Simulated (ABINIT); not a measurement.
Runs of ABINIT 10.8.3 (patched build) on LiH. It takes space group Fm-3m (No. 225, cubic). The conventional cell has a = 4.074 Å, b = 4.074 Å, c = 4.074 Å, α = 90.00°, β = 90.00°, γ = 90.00°. Li (site symmetry m-3m) has 6 H at 2.04 Å as nearest neighbours. H (site symmetry m-3m) is surrounded by 6 Li at 2.04 Å. 

```tsv
task	level	potentials or basis	spin	cell	cutoff (eV)	smearing	fine-grid cutoff	cutoff smearing ecutsm (Ha)	optimiser	force threshold (eV/Å)	dispersion computed by	gap on the mesh (eV)	pressure (GPa)
real-space fields	SOGGA	PseudoDojo NC FR PBEsol v0.4 standard	SOC, no magnetisation	as given	1007	fermi-dirac 0.05 eV	-	-	-	-	-	2.84	-2.6
single point	PBE	JTH PAW PBE v2.0	off	as given	816	fermi-dirac 0.05 eV	1414.99 eV	-	-	-	-	3.19	-1.6
single point	PBE	JTH PAW PBE v2.0	off	atoms moved at random, drawn with an rms of 0.05 Å	816	fermi-dirac 0.05 eV	1414.99 eV	-	-	-	-	3.20	-1.6
relaxation of cell and atoms	BLYP+D4	PseudoDojo NC SR PBE v0.4.1 standard	off	relaxed from: volume scaled by 0.96	1007	gaussian 0.01 eV	-	0.5	BFGS	0.02	dftd4 4.3.1	(a)	0.1
```

Alike in all rows: k mesh 11 × 11 × 11.

Estimate the missing entries.

(a) 3.60.

Caveats: an odd mesh through Γ misses points on the zone boundary, where band edges often lie; the potentials were made for another functional, which shifts forces and pressure (some runs).
